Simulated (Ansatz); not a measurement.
What moves the field gradients of PbF2?

Cell of run 1: an entry of the Crystallography Open Database (COD), taken as it stands.

Space group Pnma (No. 62); a = 6.4400, b = 3.8990, c = 7.6510 Å.

| site | Wyckoff | site symmetry | x | y | z |
| --- | --- | --- | --- | --- | --- |
| Pb | 4c | .m. | 0.2527 | 0.2500 | 0.1042 |
| F5 | 4c | .m. | 0.8623 | 0.2500 | 0.0631 |
| F9 | 4c | .m. | 0.4662 | 0.2500 | 0.8457 |

One atom of each set is listed.

Relaxed positions (PBE, cell held):

Pb (0.2557, 0.2500, 0.1050)
F5 (0.8592, 0.2500, 0.0675)
F9 (0.4750, 0.2500, 0.8440)

All runs are DFT with Ansatz 0.2.0 (plane waves and PAW, scalar-relativistic unless spin–orbit coupling is named, Γ-centred meshes, Fermi–Dirac smearing where given) in this cell.

Run 1: PBE, atoms as given; 420 eV, 3×5×3 k-points, smearing 0.02 eV.
Run 2: PBE, atoms relaxed; 420 eV, 3×5×3 k-points, smearing 0.02 eV.
Run 3: r2SCAN, at the relaxed atoms; 500 eV, 3×5×3 k-points, smearing 0.02 eV.
Run 4: PBE with spin–orbit coupling, at the relaxed atoms; 420 eV, 3×5×3 k-points, smearing 0.02 eV.

```json
{"run": "1", "Pb V_zz (η)": "-5.40 (0.12)", "F5 V_zz (η)": "-2.21 (0.33)", "F9 V_zz (η)": "1.45 (0.34)"}
```

The results of the other runs, out of order. V_zz in 10²¹ V/m².

```csv
result,Pb V_zz (η),F5 V_zz (η),F9 V_zz (η)
A,-4.10 (0.48),-1.81 (0.43),1.01 (0.79)
B,-3.91 (0.49),-1.86 (0.49),1.05 (0.93)
C,-4.17 (0.47),-1.99 (0.43),1.26 (0.83)
```

Q: Which result belongs to which run?

A: A is run 3, B is run 2, C is run 4. Taken one at a time, the positions of the atoms (as given or relaxed) move the tensors on these sites by up to 2.36 (largest principal value of the change, on Pb), spin–orbit coupling by 0.27 (Pb), the functional (r2SCAN with its higher cutoff) by 0.20 (Pb).

Run 1: The values hang on the deposited positions: relaxing the atoms moves V_zz on Pb from -5.40 to -3.91, on F9 from 1.45 to 1.05.
